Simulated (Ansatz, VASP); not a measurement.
# One calculation of SiC, two programs

```
Si C
1.0
     3.27745    0.00000    0.00000
    -1.63873    2.83836    0.00000
     0.00000    0.00000    5.02544
Si C
2 2
Cartesian
  0.0000 1.8922 2.4976
  1.6387 0.9461 5.0103
  0.0000 1.8922 4.4124
  1.6387 0.9461 1.8997
```

Change from the starting cell: biaxial strain in the a-b plane, c and atoms relaxed: +6.0 %.

Alike in both runs: functional PBE; k mesh 12 × 12 × 6; occupations gaussian, width 0.02 eV; no spin polarisation.

Ansatz relaxed the structure, and its values are those at the end. VASP's run is a single point on that final structure, the one shown.

|  | VASP | Ansatz |
| --- | --- | --- |
| version | VASP 6.6.1 | Ansatz 0.2.0 |
| potentials or method | VASP PAW PBE potentials, release 64 (Si, C) | scalar-relativistic, plane waves, PAW |
| plane-wave cutoff (eV) | 520 | 420 |
| valence electrons in the cell | 16 | 16 |

```tsv
	VASP	Ansatz	Ansatz less VASP
gap on the k mesh at the Fermi level (eV)	1.90	1.91	+0.005
least direct gap on the mesh (eV)	2.63	2.63	+0.001
pressure (GPa)	-18.0	-18.0	+0.01
```

With one functional, cell and mesh, what is left measures potentials, basis and numerics.

Caveats: so large a pressure means that the cell lies far from this level's equilibrium, or that cutoff or potentials fall short (VASP). A k mesh can miss the band edges.
